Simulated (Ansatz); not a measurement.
System: zinc-blende InN (metastable phase). Method: PBE-D3(BJ) (plane waves, PAW; Ansatz, a quantum-chemistry and plane-wave program).

Numerical settings: plane-wave cutoff 520 eV, 12×12×12 k mesh, Fermi–Dirac smearing 0.01 eV, scalar-relativistic PAW data made under PBE.

Pressure at four volumes; x = ln(V/15.749 Å³). One pressure is withheld.

```json
[
 {"V (Å³/atom)": "14.804", "x": "-0.0619", "P (GPa)": "?"},
 {"V (Å³/atom)": "15.119", "x": "-0.0408", "P (GPa)": "5.76"},
 {"V (Å³/atom)": "15.749", "x": "0.0000", "P (GPa)": "0.00"},
 {"V (Å³/atom)": "16.694", "x": "0.0583", "P (GPa)": "-6.53"}
]
```

Q: Pass a parabola P(x) through the three rows shown, estimate the bulk modulus and its pressure derivative near zero pressure, and predict the withheld pressure.

A: Slopes between the rows: (0.00 − (5.76))/(0.0000 − (-0.0408)) = -141.18 and (-6.53 − (0.00))/(0.0583 − (0.0000)) = -112.01 GPa. Their difference over the span 0.0991 is c = 29.17/0.0991 = 294.3 GPa, so P(x) = 5.76 + (-141.18)(x − (-0.0408)) + 294.3 (x − (-0.0408))(x − (0.0000)). At the middle row B = −dP/dx = −[-141.18 + 294.3 × 0.0408] = 129.2 GPa, and B′ = dB/dP = 2c/B = 4.6. At x = -0.0619 the parabola gives 9.12 GPa; the run gives 9.18 GPa. The Birch–Murnaghan fit to the energies at all volumes has B0 = 128 GPa and B′ = 4.7.

Note: the gap of the solid is closed in this run; this level leaves the solid without a gap, although one is measured.

Spin–orbit coupling is not included; it can open a gap where bands touch, and shift volumes and moduli.
